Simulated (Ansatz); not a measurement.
Input of an Ansatz 0.2.0 run:

The input input.yaml:

```yaml
crystal:
  lattice:
    - [2.9916, 0.0, 0.0]
    - [0.0, 2.9916, 0.0]
    - [0.0, 0.0, 2.9916]
  atoms:
    - { symbol: Ru, position: [0.5, 0.5, 0.5] }
    - { symbol: Al, position: [0.0, 0.0, 0.0] }
hamiltonian:
  xc: lda
  pseudopotentials: { kind: paw_fr }
magnetization:
  noncollinear: true
  spin_orbit: true
kpoints:
  mp_grid: { grid: [7, 7, 7] }
  band_path:
    path:
      - [[0.0, 0.0, 0.0], [0.0, 0.5, 0.0], [0.5, 0.5, 0.0], [0.0, 0.0, 0.0], [0.5, 0.5, 0.5], [0.0, 0.5, 0.0]]
      - [[0.5, 0.5, 0.0], [0.5, 0.5, 0.5]]
    npoints: 14
scf:
  occupations: { method: fermi_dirac, width: 0.05 }
  n_extra_bands: 6
output:
  forces: true
  stress: true
  eigenvalues: true
  fatbands: false
```

Potentials or basis: Ansatz PAW.

Launch:

```sh
$ ansatz run input.yaml --threads 2 --pin off --max-ram 5632MiB --backend cpu --events-out ev --progress --plain --runs-dir out
```

Question: Predict the band gap on the k mesh.

Answer: None (metal or under the smearing width).

Question: Estimate the pressure.

Answer: -8.1 GPa.

Levels at the corners of the path, in eV from the Fermi level:
| point | band 15 | band 16 | band 17 | band 18 | band 19 | band 20 | band 21 | band 22 |
| --- | --- | --- | --- | --- | --- | --- | --- | --- |
| Γ | 0.09 | 0.09 | 0.09 | 0.09 | 0.31 | 0.31 | 5.79 | 5.79 |
| X | -1.69 | -1.69 | -1.57 | -1.57 | 0.43 | 0.43 | 2.24 | 2.24 |
| M | -1.27 | -1.27 | -1.25 | -1.25 | -1.13 | -1.13 | 1.48 | 1.48 |
| Γ | 0.09 | 0.09 | 0.09 | 0.09 | 0.31 | 0.31 | 5.79 | 5.79 |
| R | 1.57 | 1.57 | 1.57 | 1.57 | 2.45 | 2.45 | 3.71 | 3.71 |
| X | -1.69 | -1.69 | -1.57 | -1.57 | 0.43 | 0.43 | 2.24 | 2.24 |
| M | -1.27 | -1.27 | -1.25 | -1.25 | -1.13 | -1.13 | 1.48 | 1.48 |
| R | 1.57 | 1.57 | 1.57 | 1.57 | 2.45 | 2.45 | 3.71 | 3.71 |

Caveat: the PAW data sets come from PBE, with cores solved anew for the run's functional, which leaves a small shift of forces and pressure.
